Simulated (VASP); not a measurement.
# Si (a cell with a defect) in VASP: a series of runs, part 2 of 2

VASP 6.6.1. The steps go on from the part before.

## (3) Relaxation of the atoms, PBE

Contents of INCAR:

```
  ALGO = Fast
  EDIFF = 1E-7
  EDIFFG = -0.08
  ENCUT = 520
  GGA = PE
  IBRION = 2
  ISIF = 2
  ISMEAR = -1
  LASPH = True
  LCHARG = False
  LREAL = Auto
  LWAVE = False
  NELM = 60
  NSW = 45
  PREC = Accurate
  SIGMA = 0.02
```

Contents of KPOINTS:

```
k-points
0
Gamma
  2 2 2
```

Contents of POSCAR:

```
Si
1.0
    0.0000000000      5.4300000000      5.4300000000
    5.4300000000      0.0000000000      5.4300000000
    5.4300000000      5.4300000000      0.0000000000
Si
17
Direct
    0.0000000000      0.0000000000      0.0000000000
    0.1250000000      0.1250000000      0.1250000000
    0.0000000000      0.0000000000      0.5000000000
    0.1250000000      0.1250000000      0.6250000000
    0.0000000000      0.5000000000      0.0000000000
    0.1250000000      0.6250000000      0.1250000000
    0.0000000000      0.5000000000      0.5000000000
    0.1250000000      0.6250000000      0.6250000000
    0.5000000000      0.0000000000      0.0000000000
    0.6250000000      0.1250000000      0.1250000000
    0.5000000000      0.0000000000      0.5000000000
    0.6250000000      0.1250000000      0.6250000000
    0.5000000000      0.5000000000      0.0000000000
    0.6250000000      0.6250000000      0.1250000000
    0.5000000000      0.5000000000      0.5000000000
    0.6250000000      0.6250000000      0.6250000000
    0.8091896000      0.3088651000      0.8092854000
```

Potentials or basis: VASP PAW PBE potentials, release 64 (Si).

Run with:

```
$ cat potpaw_PBE.64/Si/POTCAR > POTCAR
$ mpirun -np 1 vasp_std > vasp.out
```

OUTCAR:

```text
EDIFF = 1E-7
   EDIFFG = -0.08
   ENCUT = 520
   GGA = PE
   IBRION = 2
   ISIF = 2
   ISMEAR = -1
   LASPH = True
   LREAL = Auto
   NELM = 60
   NSW = 45
   PREC = Accurate

 ion  position               nearest neighbor table
   1  0.000  0.000  0.000-  17 2.26   4 2.35   6 2.35  10 2.35   2 2.35
   2  0.125  0.125  0.125-   1 2.35   3 2.35   5 2.35   9 2.35
   3  0.000  0.000  0.500-   2 2.35   4 2.35   8 2.35  12 2.35
   4  0.125  0.125  0.625-  17 2.24   3 2.35   7 2.35  11 2.35   1 2.35
   5  0.000  0.500  0.000-   2 2.35   6 2.35   8 2.35  14 2.35
   6  0.125  0.625  0.125-   1 2.35   5 2.35   7 2.35  13 2.35
   7  0.000  0.500  0.500-  17 2.26   6 2.35   8 2.35  16 2.35   4 2.35
   8  0.125  0.625  0.625-   3 2.35   5 2.35   7 2.35  15 2.35
   9  0.500  0.000  0.000-   2 2.35  10 2.35  12 2.35  14 2.35
  10  0.625  0.125  0.125-  17 2.24   9 2.35  11 2.35  13 2.35   1 2.35
  11  0.500  0.000  0.500-   4 2.35  10 2.35  12 2.35  16 2.35
  12  0.625  0.125  0.625-   3 2.35   9 2.35  11 2.35  15 2.35
  13  0.500  0.500  0.000-  17 2.26  10 2.35  14 2.35  16 2.35   6 2.35
  14  0.625  0.625  0.125-   5 2.35   9 2.35  13 2.35  15 2.35
  15  0.500  0.500  0.500-   8 2.35  12 2.35  14 2.35  16 2.35
  16  0.625  0.625  0.625-  17 2.24  11 2.35  13 2.35  15 2.35   7 2.35
  17  0.809  0.309  0.809-  10 2.24   4 2.24  16 2.24   1 2.26  13 2.26   7 2.26

  LATTYP: Found a face centered cubic cell.
 ALAT       =    10.8600000000

  Lattice vectors:

 A1 = (   0.0000000000,   5.4300000000,   5.4300000000)
 A2 = (   5.4300000000,   0.0000000000,   5.4300000000)
 A3 = (   5.4300000000,   5.4300000000,   0.0000000000)

Analysis of symmetry for initial positions (statically):
=====================================================================
 Subroutine PRICEL returns:
 Original cell was already a primitive cell.

 Routine SETGRP: Setting up the symmetry group for a
 face centered cubic supercell.

 Subroutine GETGRP returns: Found  1 space group operations
 (whereof  1 operations were pure point group operations)
 out of a pool of 48 trial point group operations.

The static configuration has the point symmetry C_1 .

Analysis of symmetry for dynamics (positions and initial velocities):
=====================================================================
 Subroutine PRICEL returns:
 Original cell was already a primitive cell.

 Routine SETGRP: Setting up the symmetry group for a
 face centered cubic supercell.

 Subroutine GETGRP returns: Found  1 space group operations
 (whereof  1 operations were pure point group operations)
 out of a pool of 48 trial point group operations.

The dynamic configuration has the point symmetry C_1 .

 Subroutine INISYM returns: Found  1 space group operations
 (whereof  1 operations are pure point group operations),
 and found     1 'primitive' translations

----------------------------------------------------------------------------------------

                                     Primitive cell

  volume of cell :     320.2060

  direct lattice vectors                    reciprocal lattice vectors
     0.000000000  5.430000000  5.430000000    -0.092081031  0.092081031  0.092081031
     5.430000000  0.000000000  5.430000000     0.092081031 -0.092081031  0.092081031
     5.430000000  5.430000000  0.000000000     0.092081031  0.092081031 -0.092081031

  length of vectors
     7.679179644  7.679179644  7.679179644     0.159489025  0.159489025  0.159489025

  position of ions in fractional coordinates (direct lattice)
     0.000000000  0.000000000  0.000000000
     0.125000000  0.125000000  0.125000000
     0.000000000  0.000000000  0.500000000
     0.125000000  0.125000000  0.625000000
     0.000000000  0.500000000  0.000000000
[... 72 lines left out ...]
   dimension x,y,z NGX =    60 NGY =   60 NGZ =   60
   dimension x,y,z NGXF=   120 NGYF=  120 NGZF=  120
   ions per type =              17
   NGX,Y,Z   is equivalent  to a cutoff of  12.99, 12.99, 12.99 a.u.
   NGXF,Y,Z  is equivalent  to a cutoff of  25.98, 25.98, 25.98 a.u.
 SYSTEM =  unknown system
   PREC   = accura    normal or accurate (medium, high low for compatibility)
   ISTART =      0    job   : 0-new  1-cont  2-samecut
   ICHARG =      2    charge: 1-file 2-atom 10-const
   ISPIN  =      1    spin polarized calculation?
   LNONCOLLINEAR =      F non collinear calculations
   LSORBIT =      F    spin-orbit coupling
   LASPH  =      T    aspherical Exc in radial PAW
   ENCUT  =  520.0 eV  38.22 Ry    6.18 a.u.  14.28 14.28 14.28*2*pi/ulx,y,z
   NELM   =     60;   NELMIN=  2; NELMDL= -5     # of ELM steps
   EDIFF  = 0.1E-06   stopping-criterion for ELM
   LREAL  =      T    real-space projection
   EDIFFG = -.8E-01   stopping-criterion for IOM
   NSW    =     45    number of steps for IOM
   IBRION =      2    ionic relax: 0-MD 1-quasi-New 2-CG
   NFREE  =      1    steps in history (QN), initial steepest desc. (CG)
   ISIF   =      2    stress and relaxation
   ISYM   =      2    0-nonsym 1-usesym 2-fastsym
   POTIM  = 0.5000    time-step for ionic-motion
   TEBEG  =    0.0;   TEEND  =   0.0 temperature during run
   PSTRESS=    0.0 pullay stress
   NELECT =      68.0000    total number of electrons
   NUPDOWN=      -1.0000    fix difference up-down
   EMIN   =  10.00;   EMAX   =-10.00  energy-range for DOS
   EFERMI =   0.00;   METHOD = LEGACY
   ISMEAR =    -1;   SIGMA  =   0.02  broadening in eV -4-tet -1-fermi 0-gaus
   EFERMI_NEDOS =   21; number of points for ismear=-14 and -15
   IALGO  =     68    algorithm
   IMIX   =      4    mixing-type and parameters
     AMIX     =   0.40;   BMIX     =  1.00
     AMIX_MAG =   1.60;   BMIX_MAG =  1.00
  volume/ion in A,a.u.               =      18.84       127.11
  Fermi-wavevector in a.u.,A,eV,Ry     =   0.976715  1.845724 12.979587  0.953973
  Thomas-Fermi vector in A             =   2.107356
   LORBIT       =      0    0 simple, 1 ext, 2 COOP (PROOUT), +10 PAW based schemes
   GGA     = PE    functional components
   LHFCALC =     F    Hartree Fock is set to
   AEXX    =    0.0000 exact exchange contribution
   IVDW    =     0    specifies the selected vdW correction
   LEPSILON=     F    determine dielectric tensor
   LRPA    =     F    only Hartree local field effects (RPA)
 conjugate gradient relaxation of ions
 non-spin polarized calculation
 RMM-DIIS sequential band-by-band and
  energy-cutoff  :      520.00
  volume of cell :      320.21
 maximum number of plane-waves:      8646
 NGX is ok and might be reduce to    60
   NGX = 29   NGY = 29   NGZ = 29

--------------------------------------- Ionic step        1  -------------------------------------------

 number of electron      68.0000004 magnetization

 Free energy of the ion-electron system (eV)
  ---------------------------------------------------
  ext. energy  EPLUGINS =         0.00000000
  ---------------------------------------------------
  free energy    TOTEN  =       -86.73882977 eV

  energy without entropy =      -86.72812442  energy(sigma->0) =      -86.73347710

------------------------ aborting loop because EDIFF is reached ----------------------------------------

  FORCE on cell =-STRESS in cart. coord.  units (eV):
  Direction    XX          YY          ZZ          XY          YZ          ZX
  --------------------------------------------------------------------------------------
  -------------------------------------------------------------------------------------
  Total       15.1215510     15.1263515     15.1203198     -4.2190664     -4.2188159     -4.2193647
  in kB       75.6619337     75.6859535     75.6557735    -21.1104487    -21.1091951    -21.1119409
  external PRESSURE =      75.6678869 kB  Pullay stress =       0.0000000 kB
[... 134 lines left out ...]
  FREE ENERGIE OF THE ION-ELECTRON SYSTEM (eV)
  ---------------------------------------------------
  free  energy   TOTEN  =       -87.4276374299 eV

  energy  without entropy=      -87.4205767915  energy(sigma->0) =      -87.42410711

[... ionic steps 4 to 13 ...]

--------------------------------------- Ionic step       14  -------------------------------------------

 number of electron      68.0000000 magnetization

------------------------ aborting loop because EDIFF is reached ----------------------------------------
[... 97 lines left out ...]
--------------------------------------- Ionic step       16  -------------------------------------------

 number of electron      68.0000000 magnetization

 Free energy of the ion-electron system (eV)
  ---------------------------------------------------
  ext. energy  EPLUGINS =         0.00000000
  ---------------------------------------------------
  free energy    TOTEN  =       -87.68488187 eV

  energy without entropy =      -87.67652334  energy(sigma->0) =      -87.68070261

 E-fermi :   6.7174     XC(G=0):  -9.6910

 val. band max:        6.7091644033   @ k =   0.5000   0.5000   0.5000
 cond. band min:       6.7450850669   @ k =   0.0000   0.0000   0.0000
 fundamental gap:      0.0359206636
 Fermi energy:         6.7174419323

 k-point     1 :       0.0000    0.0000    0.0000
  band No.  band energies     occupation
      1      -6.2191      2.00000
      2      -3.8938      2.00000
      3      -3.6331      2.00000
      4      -3.6324      2.00000
      5      -3.3880      2.00000
      6      -2.5302      2.00000
[... 401 lines left out ...]
  FREE ENERGIE OF THE ION-ELECTRON SYSTEM (eV)
  ---------------------------------------------------
  free  energy   TOTEN  =       -87.6848818725 eV

  energy  without entropy=      -87.6765233425  energy(sigma->0) =      -87.68070261

 reached required accuracy - stopping structural energy minimisation
```

Run time: 33 min. Hardware: 1 thread of AMD EPYC 7R13 (Zen 3), shared host; peak memory 0.5 GiB.

Results:

- Free energy: -87.6849 eV
- Energy gained by relaxing: 55.7 meV/atom
- Ionic steps: 16
- Pressure after relaxing: 4.8 GPa
- Largest force after relaxing: 0.078 eV/Å
- Band gap on the k mesh: 0.04 eV, indirect (least direct gap 0.49 eV)

Forces on the atoms (eV/Å):
```
Si  -0.016  0.018 -0.017
Si   0.010 -0.001  0.008
Si  -0.003  0.025  0.017
Si  -0.006 -0.002 -0.001
Si  -0.048 -0.030 -0.053
Si   0.045  0.038  0.049
Si  -0.016 -0.011  0.019
Si   0.000  0.003  0.025
Si   0.016  0.021  0.004
Si  -0.004 -0.004 -0.003
Si  -0.020 -0.012 -0.022
Si   0.003  0.025 -0.003
Si   0.020 -0.011 -0.018
Si   0.018  0.006  0.000
Si   0.031 -0.022  0.029
Si   0.006 -0.020  0.006
Si  -0.037 -0.023 -0.040
```

The path:
```csv
step,energy change (eV),largest force (eV/Å),pressure (GPa)
1,0.0000,2.2187,7.57
2,-0.6880,0.7088,6.26
3,-0.6888,0.7181,6.24
4,-0.7547,0.4303,6.12
5,-0.7707,0.4236,6.03
6,-0.7956,0.1804,5.98
7,-0.8217,0.5400,5.84
8,-0.8344,0.5085,5.80
9,-0.8677,0.3998,5.66
10,-0.9131,0.2460,5.34
11,-0.9215,0.3149,4.59
12,-0.9314,0.2602,4.94
13,-0.9431,0.1020,4.82
14,-0.9431,0.1020,4.82
15,-0.9442,0.0897,4.80
16,-0.9461,0.0780,4.77
```

Final structure:
```
CELL_PARAMETERS angstrom
0.00000 5.43000 5.43000
5.43000 0.00000 5.43000
5.43000 5.43000 0.00000
ATOMIC_POSITIONS crystal
Si 0.00768 0.97746 0.00769
Si 0.12556 0.11319 0.12554
Si 0.01350 0.99701 0.49695
Si 0.15224 0.11375 0.61378
Si 0.98338 0.48349 0.98335
Si 0.10851 0.60840 0.10857
Si 0.00766 0.50770 0.47747
Si 0.12544 0.62546 0.61335
Si 0.49694 0.99697 0.01355
Si 0.61375 0.11373 0.15229
Si 0.51893 0.01896 0.51893
Si 0.64517 0.14532 0.64513
Si 0.47748 0.50771 0.00764
Si 0.61331 0.62549 0.12546
Si 0.49705 0.51333 0.49704
Si 0.61382 0.65209 0.61382
Si 0.80875 0.30884 0.80873
```

Caveat: the k mesh is coarse (spacing up to 0.50 Å⁻¹), so the values aren't converged; the relaxation stopped at a loose force limit of 0.08 eV/Å, so its end isn't a converged minimum.

## (4) Single point, PBE

Contents of INCAR:

```
SYSTEM = Si
ALGO = Fast
EDIFF = 1E-6
ENCUT = 520
GGA = PE
ISIF = 2
ISMEAR = -1
LASPH = .TRUE.
LCHARG = .FALSE.
LREAL = Auto
LWAVE = .FALSE.
NBANDS = 48
NELM = 100
PREC = Accurate
SIGMA = 0.02
```

Contents of KPOINTS:

```
k-points
0
G
  2 2 2
  0 0 0
```

Contents of POSCAR:

```
Si
1.0
    0.0000000000      5.4300000000      5.4300000000
    5.4300000000      0.0000000000      5.4300000000
    5.4300000000      5.4300000000      0.0000000000
Si
17
Direct
    0.0054419890      0.0069337017      0.0167311234
    0.1124125230      0.1463720074      0.1446040516
    0.0057826888      0.0093922652      0.5179005525
    0.1692081031      0.0929650092      0.6610128913
   -0.0297790055      0.5463904236     -0.0258011050
    0.1169613260      0.6304419890      0.1174401473
   -0.0134346225      0.5075046041      0.4925690608
    0.1477532228      0.6013996317      0.6164825046
    0.4730386740     -0.0187108656      0.0188766114
    0.6355432781      0.0454696133      0.1660589319
    0.5486832413      0.0136003683      0.5254235727
    0.6373204420      0.1790515654      0.6421086556
    0.4923296501      0.4816114180     -0.0196224678
    0.6088674033      0.6028821363      0.0936556169
    0.5183149171      0.5331767956      0.4583885820
    0.6207734807      0.6714364641      0.5820441989
    0.7599539595      0.2589594843      0.8014088398
```

Run with:

```
$ cat potpaw_PBE.64/Si/POTCAR > POTCAR
$ mpirun -np 1 vasp_std > vasp.out
```

Run time: 4.5 min. Hardware: 1 thread of AMD EPYC 7R13 (Zen 3), shared host; peak memory 0.43 GiB.

Results (log left out):

- Free energy: -85.9777 eV
- Pressure: 4.3 GPa
- Largest force: 2.135 eV/Å
- Band gap on the k mesh: none (metal or under the smearing width)

Forces on the atoms (eV/Å):
```
Si   0.427  0.897 -0.716
Si   0.685 -0.926  0.105
Si  -0.982  1.115 -0.143
Si  -0.804 -1.703  1.007
Si  -0.690  1.469 -0.595
Si   0.105 -0.250 -0.199
Si  -0.605  1.347  0.173
Si   0.624 -1.495  0.697
Si  -0.599  0.125  0.659
Si   0.932  0.480 -0.489
Si  -0.022 -1.446 -0.139
Si  -0.824  0.478 -1.209
Si   0.232 -0.950 -0.784
Si   1.544  0.689  1.268
Si  -0.047 -0.922 -0.473
Si   0.327  0.530 -0.286
Si  -0.304  0.560  1.123
```

Stress tensor (GPa, compression positive):
```
 6.17  1.34 -0.50
 1.34  2.84  1.08
-0.50  1.08  3.80
```

Levels at points of the mesh, in eV from the Fermi level:
```tsv
k point	band 32	band 33	band 34	band 35	band 36	band 37
(0.00, 0.00, 0.00)	-0.75	-0.64	-0.54	-0.28	0.04	0.23
(0.50, 0.00, 0.00)	-0.77	-0.64	-0.40	0.21	0.71	0.79
(0.00, 0.50, 0.00)	-1.23	-1.02	-0.13	0.23	0.43	0.57
(0.00, 0.00, 0.50)	-1.10	-0.67	-0.09	0.03	0.61	0.75
(0.50, 0.50, 0.50)	-0.84	-0.77	-0.66	-0.09	0.75	0.86
(0.50, 0.50, 0.00)	-1.48	-0.73	0.07	0.35	0.86	1.24
(0.00, 0.50, 0.50)	-1.27	-0.96	0.04	0.25	0.77	1.20
(0.50, 0.00, 0.50)	-1.36	-0.69	-0.01	0.32	0.93	1.23
```

Caveat: the k mesh is coarse (spacing up to 0.50 Å⁻¹), so the values aren't converged.
